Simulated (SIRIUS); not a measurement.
**Rh: single point with revPBE**

Rh:

```
Rh
1.0
     0.00000    1.89785    1.89785
     1.89785    0.00000    1.89785
     1.89785    1.89785    0.00000
Rh
1
Cartesian
  0.0000 0.0000 0.0000
```

```yaml
Program: SIRIUS 7.10.0
Task: single point
Functional: revPBE
Potentials_or_basis: PseudoDojo 0.4.1 PBE standard (scalar relativistic)
Cutoff: 1202 eV
Density_cutoff: 4809 eV
k_mesh: 12 × 12 × 12
Occupations: fermi-dirac, width 0.05 eV
Spin: no spin polarisation
```

```yaml
Pressure: 10.9 GPa
Band_gap_on_the_k_mesh: none (metal or under the smearing width)
```

Run time: 31 s on 1 thread of Arm Neoverse V2 (shared host), peak memory 0.29 GiB.

Caveat: the potentials were made for another functional, which shifts forces and pressure.
